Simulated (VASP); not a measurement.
Wanted: the native input for a VASP 6.6.1 run.

- Task: relaxation of cell and atoms
- Functional: PBE
- Potentials or basis: VASP PAW PBE potentials, release 64 (Hf_pv, O)
- Cutoff: 600 eV
- k mesh: 10 × 10 × 10
- Occupations: gaussian, width 0.03 eV
- Spin: no spin polarisation
- Further INCAR settings: ALGO = Normal; EDIFF = 1e-07; IBRION = 2; EDIFFG = -0.005; NSW = 90; ISIF = 3

The structure of HfO2 lies in POSCAR:

```
HfO2                                    
1.0
   -0.0000000000      2.5354553124      2.5354553124
    2.5354553124      0.0000000000      2.5354553124
    2.5354553124      2.5354553124      0.0000000000
  Hf              O             
     1     2
Direct
     0.0000000000000000    0.0000000000000000    0.0000000000000000
     0.2500000000000000    0.2500000000000000    0.2500000000000000
     0.7500000000000000    0.7500000000000000    0.7500000000000000
```

Measurements of this composition are mostly on another form, of space group No. 14.

These files were run (other wordings do the same):

INCAR

```
ALGO     = Normal         # electronic algorithm
EDIFF    = 1E-7           # SCF threshold, eV
EDIFFG   = -0.005         # ionic threshold
ENCUT    = 600            # plane-wave cutoff, eV
GGA      = PE             # functional
IBRION   = 2              # ionic algorithm
ISIF     = 3              # what is computed and relaxed
ISMEAR   = 0              # smearing method
LASPH    = T              # aspherical terms in the spheres
LCHARG   = F              # write CHGCAR
LREAL    = F              # projectors in reciprocal space
LWAVE    = F              # write WAVECAR
NELM     = 80             # most SCF steps
NSW      = 90             # ionic steps
PREC     = Accurate       # precision mode
SIGMA    = 0.03           # smearing width, eV
```

KPOINTS

```
k-points
0
Gamma
  10 10 10
```

Potentials or basis: VASP PAW PBE potentials, release 64 (Hf_pv, O).

Run with:

```sh
$ cat potpaw_PBE.64/Hf_pv/POTCAR potpaw_PBE.64/O/POTCAR > POTCAR
$ mpirun -np 1 vasp_std > vasp.out
```

It gave:

The pressure after relaxing is 0.0 GPa. The band gap on the k mesh is 3.80 eV, direct.

Caveat: the relaxation stopped at its first step, so nothing moved; spin-orbit coupling is left out, which moves the levels of the heavy elements.

Run time: 32 s on 1 thread of Intel(R) Xeon(R) Platinum 8259CL CPU @ 2.50GHz (Skylake/Cascade Lake), with other jobs on the host, peak memory 0.18 GiB.
